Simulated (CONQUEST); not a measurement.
## CdO (Monteponite): single point with PBE

Crystal: CdO (Monteponite).

```
Cd O
1.0
     3.08452    0.00000    0.00000
     0.00000    3.08452    0.00000
     0.00000    0.00000    4.36217
Cd O
2 2
Direct
  0.00000 0.00000 0.00000
  0.50000 0.50000 0.50000
  0.00000 0.00000 0.50000
  0.50000 0.50000 0.00000
```

The cell isn't the ideal one: volume scaled by 0.8.

```
Program             : CONQUEST 1.3
Task                : single point
Functional          : PBE
Potentials or basis : PseudoDojo NC PBE, DZ, grid cutoff 120 Ha
k mesh              : 6 × 6 × 5
Occupations         : fermi-dirac, width 0.027 eV
Spin                : no spin polarisation
```

The pressure is 57.0 GPa and the band gap on the k mesh is none (metal or under the smearing width). The mulliken charges are Cd +1.41; O -1.41 e.

Run time: 28 s on 1 thread of Intel(R) Xeon(R) 6975P-C (Granite Rapids) (shared host), peak memory 0.41 GiB.

Caveat: the atomic basis is small; Mulliken charges move with the basis; the basis of atomic orbitals isn't converged, which shifts pressures, moduli and gaps; the real-space grid breaks the cell's symmetry a little.
